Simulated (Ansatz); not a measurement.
**Ta: stationary points along a deformation path**

Level of theory: Ansatz 0.2.0, DFT PBEsol, scalar-relativistic, plane waves, PAW. Settings: plane waves to 420 eV, k-mesh 24×24×14 (Γ-centred), Gaussian smearing 0.15 eV. Spin–orbit coupling is left out, which can shift energies with elements as heavy as these. No spin polarisation. Energies are free energies at this smearing, counted from the undisturbed cell; pressure is positive in compression.

The starting cell (relaxed at this level; this form isn't the usual structure):

```
Ta
1.0
     2.86694    0.00000    0.00000
    -1.43347    2.48284    0.00000
     0.00000    0.00000    5.09141
Ta
2
Cartesian
  1.4335 0.8276 3.8186
  0.0000 1.6552 1.2729
```

At fixed volume and fractional coordinates, lengths along (0.000, 0.000, 1.000) are scaled against those across it; ρ is that ratio over its starting value. V = 18.121 Å³/atom. Δσ is the stress along the axis less the mean stress across it (compression positive).

```csv
ρ,ΔE (meV/atom),Δσ (GPa),space group
0.800,170.8,8.96,P6_3/mmc
0.850,118.3,12.76,P6_3/mmc
0.920,43.5,11.70,P6_3/mmc
0.960,11.8,7.37,P6_3/mmc
1.000,0.0,-0.05,P6_3/mmc
1.050,19.8,-10.96,P6_3/mmc
1.100,78.2,-22.44,P6_3/mmc
1.200,302.2,-46.54,P6_3/mmc
1.300,655.0,-70.11,P6_3/mmc
```

Problem. How does the stress give the slope of the energy, and where is the energy stationary?

Solution. Along the path d ln(length) is 2/3 d ln ρ on the axis and −1/3 d ln ρ across it, so dE/d ln ρ = −(2/3) V Δσ: the energy falls with ρ where Δσ is positive. Δσ vanishes or changes sign between ρ = 0.960 and 1.000, a minimum (near 1.00 by linear interpolation). Pairs of stationary points between two samples would go unseen, and could change a minimum read from distant neighbours into a maximum.

Problem. Integrate that slope from ρ = 1 to 0.850 by the trapezoid rule.

Solution. With V/N in Å³ and 1 eV/Å³ = 160.2 GPa the slopes at ρ = 1.000, 0.960, 0.920, 0.850 are 4, -556, -882, -962 meV/atom per unit of ln ρ. The steps add 11.3 + 30.6 + 73.0 = 114.9 meV/atom, against 118.3 from the energies; the trapezoid rule misses the curvature of the slope within each step.

In a metal these slopes depend on the k mesh and the smearing.

Cost: 9 runs of about 2.4 core-minutes in all, on Arm Neoverse V1 (shared hosts).